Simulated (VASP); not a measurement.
Runs of VASP 6.6.1 on MgTe. It takes space group F-43m (No. 216, cubic). The conventional cell has a = 6.464 Å, b = 6.464 Å, c = 6.464 Å, α = 90.00°, β = 90.00°, γ = 90.00°. Te (site symmetry -43m) is surrounded by 4 Mg at 2.80 Å. Mg (site symmetry -43m) is surrounded by 4 Te at 2.80 Å. The cell comes from a database or a generator and needn't be the stable form of this composition.

| task | level | potentials or basis | cell | k mesh | cutoff (eV) | smearing | grid for exact exchange (PRECFOCK) | other keys | mesh quality | gap on the mesh (eV) | pressure (GPa) |
| --- | --- | --- | --- | --- | --- | --- | --- | --- | --- | --- | --- |
| single point | PBE | VASP PAW PBE potentials, release 64 (Te_GW, Mg_GW) | as given | 4 × 4 × 4 | 450 | gaussian 0.02 eV | - | - | coarse | 2.40 | 0.8 |
| single point | PBE | VASP PAW PBE potentials, release 64 (Te, Mg) | atoms moved at random, drawn with an rms of 0.05 Å | 7 × 7 × 7 | 520 | fermi-dirac 0.05 eV | - | - | not flagged | 2.37 | 0.7 |
| single point | PBE | VASP PAW PBE potentials, release 64 (Te, Mg) | as given | 7 × 7 × 7 | 500 | gaussian 0.05 eV | - | - | not flagged | (a) | 0.7 |
| optical spectrum | HSE03+D4 | VASP PAW PBE potentials, release 64 (Te, Mg) | volume scaled by 0.96 | 4 × 4 × 4 | 520 | tetrahedron | Fast | - | coarse | 3.19 | 0.3 |
| single point | PBE | VASP PAW PBE potentials, release 64 (Te_GW, Mg_GW) | as given | 3 × 3 × 3 | 500 | gaussian 0.02 eV | - | - | coarse | 2.39 | 1.3 |
| single point | PBEsol | VASP PAW PBE potentials, release 54 (Te, Mg) | as given | 7 × 7 × 7 | 520 | gaussian 0.02 eV | - | - | not flagged | 2.30 | (b) |

Alike in all rows: no spin polarisation.

**Question.** Fill in the values left out.

**Answer.** (a) 2.41; (b) -0.4.

Caveats: some runs use coarse meshes; spin-orbit coupling is left out, which moves the levels of the heavy elements; the PAW data sets were made with another functional, which shifts forces and pressure a little (some runs); spectra need much finer meshes, so this one isn't converged (some runs); independent-particle spectra lack excitons (some runs).

A k mesh can miss the band edges, and the runs leave out spin-orbit coupling on Te.
